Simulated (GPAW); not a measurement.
Crystal: SnSe2.

```
Sn Se
1.0
     3.81100    0.00000    0.00000
    -1.90550    3.30042    0.00000
     0.00000    0.00000    6.13600
Sn Se
1 2
Direct
  0.00000 0.00000 0.00000
  0.66667 0.33333 0.75100
  0.33333 0.66667 0.24900
```

Base run:

```yaml
Program: GPAW 26.7.0
Functional: RPBE
Potentials_or_basis: the program's PAW data sets (release 1.2.1) made for this functional
Cutoff: 500 eV
Basis: pw
k_mesh: 7 × 7 × 4
Occupations: fermi-dirac, width 0.001 eV
Spin: no spin polarisation
```

Its results: band gap on the k mesh 0.90 eV, indirect (least direct gap 1.24 eV); electronic dielectric tensor (diagonal) 9.79, 9.79, 7.54.

The run is repeated on the same cell with these changes: functional from RPBE to LDA. What comes out?

Band gap on the k mesh 0.68 eV, indirect (least direct gap 0.88 eV); electronic dielectric tensor (diagonal) 11.30, 11.30, 9.36.

Caveats: the long-wavelength limit can be off by a per cent or two; spin-orbit coupling is left out, which moves the levels of the heavy elements; the gap is small at this level, which inflates the dielectric constant (some runs).

A k mesh can miss the band edges.
